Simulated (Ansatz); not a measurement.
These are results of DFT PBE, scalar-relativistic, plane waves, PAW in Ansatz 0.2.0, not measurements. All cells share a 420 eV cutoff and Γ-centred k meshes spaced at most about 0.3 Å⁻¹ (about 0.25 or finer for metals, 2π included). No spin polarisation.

All energies are static (0 K, no zero-point motion).

Two relaxed structures of Mg5Te3:

A.

```xyz
8
Lattice="7.6954 0.0000 0.0000 -3.8477 6.6644 0.0000 0.0000 0.0000 3.9858" Properties=species:S:1:pos:R:3 pbc="T T T"
Mg    3.8477    2.2215    1.9929
Mg    0.0000    4.4429    1.9929
Mg   -0.8452    1.4639    1.9929
Mg    1.6904    0.0000    1.9929
Mg    3.0025    5.2005    1.9929
Te   -2.4002    4.1574    0.0000
Te    1.4474    2.5071    0.0000
Te    4.8005    0.0000    0.0000
```

B.

```xyz
8
Lattice="6.0225 0.0000 0.0000 0.0000 6.0225 0.0000 0.0000 0.0000 6.0225" Properties=species:S:1:pos:R:3 pbc="T T T"
Mg    0.0000    3.0113    3.0113
Mg    3.0113    0.0000    3.0113
Mg    3.0113    3.0113    0.0000
Mg    0.0000    0.0000    0.0000
Mg    3.0113    3.0113    3.0113
Te    3.0113    0.0000    0.0000
Te    0.0000    3.0113    0.0000
Te    0.0000    0.0000    3.0113
```

**Question.** Which would you expect to be lower, and how large is the difference?

**Answer.** B is lower, by 53 meV/atom. A has space group P-62m (No. 189), 25.6 Å³/atom and no gap on its mesh; B has space group Pm-3m (No. 221), 27.3 Å³/atom and no gap. Counting Te atoms around Mg (those within 1.25 times the shortest such distance or 1.15 times the sum of covalent radii, 1.27 where that leaves under three; a plus sign parts nearer from farther groups; the shortest distance is added where it exceeds 1.18 times the sum of covalent radii; a slash parts the counts of unlike sites), A has Mg 4+2/6 and B has Mg 4/6/12 from 4.3 Å. The lower one is the more open, so pressure narrows the difference. Both come from invented guesses. The lowest form computed isn't among them: it has space group R3m (No. 160), 30.4 Å³/atom and lies 16 meV/atom below the best shown.

These runs have no spin–orbit coupling, which can matter for Te. Cells relaxed within their symmetry can be saddle points. Some structure types and database cells were kept out of the candidates from the start, so a known form may be missing.
